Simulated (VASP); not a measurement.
Write an ASE script for VASP 6.6.1 that does the following.

| Quantity | Value |
| --- | --- |
| Task | single point |
| Functional | PBE |
| Potentials or basis | VASP PAW PBE potentials, release 64 (Cd, Se) |
| Cutoff | 520 eV |
| k mesh | 8 × 8 × 8 |
| Occupations | gaussian, width 0.05 eV |
| Spin | no spin polarisation |
| Further INCAR settings | ALGO = Normal; EDIFF = 1.00e-06; NBANDS = 16 |

The structure of CdSe lies in CdSe.xyz:

```xyz
2
Lattice="0.0000000000 2.8739580000 2.8739580000 2.8739580000 0.0000000000 2.8739580000 2.8739580000 2.8739580000 0.0000000000" Properties=species:S:1:pos:R:3 pbc="T T T"
Cd     0.0000000000      0.0000000000      0.0000000000
Se     2.8739580000      2.8739580000      2.8739580000
```

Measurements of this composition are mostly on another form, of space group No. 186.

One way to write it, as run:

run.py

```python
from ase.calculators.vasp import Vasp
from ase.dft.bandgap import bandgap
from ase.io import read

atoms = read('CdSe.xyz')
calc = Vasp(
    directory='calc',
    xc='pbe',
    pp='PBE',
    setups='materialsproject',
    prec='Accurate',
    encut=520,
    ediff=1e-06,
    ismear=0,
    sigma=0.05,
    lreal=False,
    lasph=True,
    nelm=80,
    algo='Normal',
    isif=2,
    lwave=False,
    lcharg=False,
    kpts=[8, 8, 8],
    gamma=True,
    nbands=16,
)
atoms.calc = calc

print('energy (eV):', atoms.get_potential_energy())
print('free energy (eV):', atoms.get_potential_energy(force_consistent=True))
print('forces (eV/A):')
print(atoms.get_forces())
print('stress (eV/A^3, Voigt):', atoms.get_stress())
print('Fermi level (eV):', calc.get_fermi_level())
gap, top, bottom = bandgap(calc)
print('band gap (eV):', gap, 'from (spin, k, band)', top, 'to', bottom)
```

Potentials or basis: VASP PAW PBE potentials, release 64 (Cd, Se).

Launch:

```console
$ python run.py
```

Results of the run:

```yaml
Pressure: 0.0 GPa
Band_gap_on_the_k_mesh: none (metal or under the smearing width)
```

It took 15 s on 1 thread of AMD EPYC 9R45 (Zen 5), on a shared host, peak memory 0.14 GiB.
